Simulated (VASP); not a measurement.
# CdS (Hawleyite) (F-43m) in VASP: single point with HSE06

Aim: the single point of CdS (Hawleyite) with HSE06.

Everything below comes from runs of VASP 6.6.1. Logs are shortened: lines on timing, memory, paths and dates and some standing lists are left out, and cuts for length are marked.

## (1) The crystal as given

It takes space group F-43m (No. 216, cubic). Conventional cell: a = 5.833 Å, b = 5.833 Å, c = 5.833 Å, α = 90.00°, β = 90.00°, γ = 90.00°. Around Cd (site symmetry -43m) lie 4 S at 2.53 Å. S (site symmetry -43m) has 4 Cd at 2.53 Å as nearest neighbours.

## (2) Single point, HSE06, spin-orbit coupling, no magnetisation

Contents of POSCAR:

```
CdS
1.0
    0.0000000000      2.9165000000      2.9165000000
    2.9165000000      0.0000000000      2.9165000000
    2.9165000000      2.9165000000      0.0000000000
Cd S
1 1
Direct
    0.0000000000      0.0000000000      0.0000000000
    0.7500000000      0.7500000000      0.7500000000
```

Contents of INCAR.step1:

```
SYSTEM = CdS
PREC = Accurate
ENCUT = 520
EDIFF = 1E-5
ISMEAR = 0
SIGMA = 0.02
LREAL = .FALSE.
LASPH = .TRUE.
NELM = 100
ALGO = Normal
ISIF = 2
LWAVE = .TRUE.
LCHARG = .FALSE.
LNONCOLLINEAR = .TRUE.
MAGMOM = 0 0 0 0 0 0
LORBIT = 11
LSORBIT = .TRUE.
GGA_COMPAT = .FALSE.
NBANDS = 30
GGA = PE
KPAR = 4
```

Contents of INCAR.step2:

```
SYSTEM = CdS
PREC = Accurate
ENCUT = 520
EDIFF = 1E-7
ISMEAR = 0
SIGMA = 0.02
LREAL = .FALSE.
LASPH = .TRUE.
NELM = 100
ALGO = Normal
ISIF = 2
LWAVE = .FALSE.
LCHARG = .FALSE.
LNONCOLLINEAR = .TRUE.
MAGMOM = 0 0 0 0 0 0
LORBIT = 11
LSORBIT = .TRUE.
GGA_COMPAT = .FALSE.
GGA = PE
LHFCALC = .TRUE.
HFSCREEN = 0.2
PRECFOCK = Fast
NBANDS = 30
ISTART = 1
KPAR = 4
```

Contents of KPOINTS:

```
Automatic mesh
0
G
  6 6 6
  0 0 0
```

Potentials or basis: VASP PAW PBE potentials, release 64 (Cd, S).

Command:

```
$ cat potpaw_PBE.64/Cd/POTCAR potpaw_PBE.64/S/POTCAR > POTCAR
$ cp INCAR.step1 INCAR
$ mpirun -np 4 vasp_ncl > vasp.out
$ cp INCAR.step2 INCAR
$ mpirun -np 4 vasp_ncl > vasp.out
```

OUTCAR:

```text
SYSTEM = CdS
   PREC = Accurate
   ENCUT = 520
   EDIFF = 1E-7
   ISMEAR = 0
   LREAL = .FALSE.
   LASPH = .TRUE.
   NELM = 100
   ISIF = 2
   LNONCOLLINEAR = .TRUE.
   LORBIT = 11
   LSORBIT = .TRUE.
   GGA = PE
   LHFCALC = .TRUE.
   HFSCREEN = 0.2
   PRECFOCK = Fast
   ISTART = 1

 ion  position               nearest neighbor table
   1  0.000  0.000  0.000-   2 2.53   2 2.53   2 2.53   2 2.53
   2  0.750  0.750  0.750-   1 2.53   1 2.53   1 2.53   1 2.53

  LATTYP: Found a face centered cubic cell.
 ALAT       =     5.8330000000

  Lattice vectors:

 A1 = (   0.0000000000,   2.9165000000,   2.9165000000)
 A2 = (   2.9165000000,   0.0000000000,   2.9165000000)
 A3 = (   2.9165000000,   2.9165000000,   0.0000000000)

Analysis of symmetry for initial positions (statically):
=====================================================================
 Subroutine PRICEL returns:
 Original cell was already a primitive cell.

 Routine SETGRP: Setting up the symmetry group for a
 face centered cubic supercell.

 Subroutine GETGRP returns: Found 24 space group operations
 (whereof 24 operations were pure point group operations)
 out of a pool of 48 trial point group operations.

The static configuration has the point symmetry T_d .

Analysis of symmetry for dynamics (positions and initial velocities):
=====================================================================
 Subroutine PRICEL returns:
 Original cell was already a primitive cell.

 Routine SETGRP: Setting up the symmetry group for a
 face centered cubic supercell.

 Subroutine GETGRP returns: Found 24 space group operations
 (whereof 24 operations were pure point group operations)
 out of a pool of 48 trial point group operations.

The dynamic configuration has the point symmetry T_d .

Analysis of structural, dynamic, and magnetic symmetry:
=====================================================================
 Subroutine PRICEL returns:
 Original cell was already a primitive cell.

 Routine SETGRP: Setting up the symmetry group for a
[... 902 lines left out ...]
  -------------------------------------------------------------------------------------
  Total        0.6176073      0.6176073      0.6176073      0.0000000      0.0000000      0.0000000
  in kB       19.9437617     19.9437617     19.9437617      0.0000000      0.0000000      0.0000000
  external PRESSURE =      19.9437617 kB  Pullay stress =       0.0000000 kB

 VOLUME and BASIS-vectors are now :
 -----------------------------------------------------------------------------
  energy-cutoff  :      520.00
  volume of cell :       49.62
      direct lattice vectors                 reciprocal lattice vectors
     0.000000000  2.916500000  2.916500000    -0.171438368  0.171438368  0.171438368
     2.916500000  0.000000000  2.916500000     0.171438368 -0.171438368  0.171438368
     2.916500000  2.916500000  0.000000000     0.171438368  0.171438368 -0.171438368

 POSITION                                       TOTAL-FORCE (eV/Angst)
 -----------------------------------------------------------------------------------
      0.00000      0.00000      0.00000        -0.000000     -0.000000     -0.000000
      4.37475      4.37475      4.37475         0.000000      0.000000      0.000000
 -----------------------------------------------------------------------------------
    total drift:                               -0.000001     -0.000000     -0.000000

  FREE ENERGIE OF THE ION-ELECTRON SYSTEM (eV)
  ---------------------------------------------------
  free  energy   TOTEN  =        -7.6592318556 eV

  energy  without entropy=       -7.6592318556  energy(sigma->0) =       -7.65923186

 Spin-Orbit-Coupling matrix elements

 Ion:    1  E_soc:     -0.0542715
 l=   1
     0.0000000    -0.0022270    -0.0022270
    -0.0022270     0.0000000    -0.0022270
    -0.0022270    -0.0022270     0.0000000
 l=   2
     0.0000000    -0.0013935     0.0000000    -0.0013935    -0.0054248
    -0.0013935     0.0000000    -0.0040686    -0.0013935    -0.0013562
     0.0000000    -0.0040686     0.0000000    -0.0040686     0.0000000
    -0.0013935    -0.0013935    -0.0040686     0.0000000    -0.0013562
    -0.0054248    -0.0013562     0.0000000    -0.0013562     0.0000000
 l=   3
     0.0000000     0.0000000     0.0000000     0.0000000     0.0000000     0.0000000     0.0000000
     0.0000000     0.0000000     0.0000000     0.0000000     0.0000000     0.0000000     0.0000000
     0.0000000     0.0000000     0.0000000     0.0000000     0.0000000     0.0000000     0.0000000
     0.0000000     0.0000000     0.0000000     0.0000000     0.0000000     0.0000000     0.0000000
     0.0000000     0.0000000     0.0000000     0.0000000     0.0000000     0.0000000     0.0000000
     0.0000000     0.0000000     0.0000000     0.0000000     0.0000000     0.0000000     0.0000000
     0.0000000     0.0000000     0.0000000     0.0000000     0.0000000     0.0000000     0.0000000

 Ion:    2  E_soc:     -0.0020256
 l=   1
     0.0000000    -0.0003376    -0.0003376
    -0.0003376     0.0000000    -0.0003376
    -0.0003376    -0.0003376     0.0000000
 l=   2
     0.0000000     0.0000000     0.0000000     0.0000000     0.0000000
     0.0000000     0.0000000     0.0000000     0.0000000     0.0000000
     0.0000000     0.0000000     0.0000000     0.0000000     0.0000000
     0.0000000     0.0000000     0.0000000     0.0000000     0.0000000
     0.0000000     0.0000000     0.0000000     0.0000000     0.0000000
 l=   3
     0.0000000     0.0000000     0.0000000     0.0000000     0.0000000     0.0000000     0.0000000
     0.0000000     0.0000000     0.0000000     0.0000000     0.0000000     0.0000000     0.0000000
     0.0000000     0.0000000     0.0000000     0.0000000     0.0000000     0.0000000     0.0000000
     0.0000000     0.0000000     0.0000000     0.0000000     0.0000000     0.0000000     0.0000000
     0.0000000     0.0000000     0.0000000     0.0000000     0.0000000     0.0000000     0.0000000
     0.0000000     0.0000000     0.0000000     0.0000000     0.0000000     0.0000000     0.0000000
     0.0000000     0.0000000     0.0000000     0.0000000     0.0000000     0.0000000     0.0000000

 total charge

# of ion       s       p       d       tot
------------------------------------------
    1        0.401   0.325   9.607  10.333
    2        1.312   2.433   0.000   3.746
--------------------------------------------------
tot          1.713   2.759   9.607  14.079

 magnetization (x)

# of ion       s       p       d       tot
------------------------------------------
    1        0.000   0.000  -0.000  -0.000
    2        0.000   0.000   0.000   0.000
--------------------------------------------------
tot          0.000   0.000  -0.000   0.000

 magnetization (y)

# of ion       s       p       d       tot
------------------------------------------
    1        0.000   0.000   0.000   0.000
    2        0.000   0.000   0.000   0.000
--------------------------------------------------
tot          0.000   0.000   0.000   0.000

 magnetization (z)

# of ion       s       p       d       tot
------------------------------------------
    1       -0.000   0.000  -0.000  -0.000
    2        0.000   0.000   0.000   0.000
--------------------------------------------------
tot          0.000   0.000  -0.000   0.000
```

OSZICAR.step1:

```text
N       E                     dE             d eps       ncg     rms          rms(c)
DAV:   1     0.127564401147E+03    0.12756E+03   -0.86455E+03  1320   0.110E+03
DAV:   2     0.248470809830E+00   -0.12732E+03   -0.12078E+03  1464   0.290E+02
DAV:   3    -0.662733431056E+01   -0.68758E+01   -0.68277E+01  1552   0.687E+01
DAV:   4    -0.669230077484E+01   -0.64966E-01   -0.64940E-01  1508   0.650E+00
DAV:   5    -0.669327004457E+01   -0.96927E-03   -0.96923E-03  1636   0.778E-01    0.826E+00
DAV:   6    -0.616217316404E+01    0.53110E+00   -0.72481E-01  1736   0.125E+01    0.650E+00
DAV:   7    -0.614887122252E+01    0.13302E-01   -0.28516E-01  1524   0.381E+00    0.325E+00
DAV:   8    -0.614910540906E+01   -0.23419E-03   -0.28251E-02  1482   0.224E+00    0.451E-01
DAV:   9    -0.614825012094E+01    0.85529E-03   -0.34866E-03  1506   0.100E+00    0.244E-01
DAV:  10    -0.614841610508E+01   -0.16598E-03   -0.60107E-04  1482   0.184E-01    0.713E-02
DAV:  11    -0.614853316112E+01   -0.11706E-03   -0.25518E-04  1574   0.212E-01    0.526E-02
DAV:  12    -0.614853497532E+01   -0.18142E-05   -0.82129E-05  1446   0.106E-01
   1 F= -.61485350E+01 E0= -.61485350E+01  d E =-.129018E-24  mag=     0.0000     0.0000     0.0000
```

Wall time 40 min (4 MPI ranks of Intel Xeon Platinum 8488C (Sapphire Rapids), shared host); peak memory 0.45 GiB.

Results:

```yaml
Free_energy: -7.6592 eV
Pressure: 2.0 GPa
Valence_electrons_inside_the_program's_atomic_spheres: Cd 10.33; S 3.75
```

Caveat: the PAW data sets were made with another functional, which shifts forces and pressure a little.
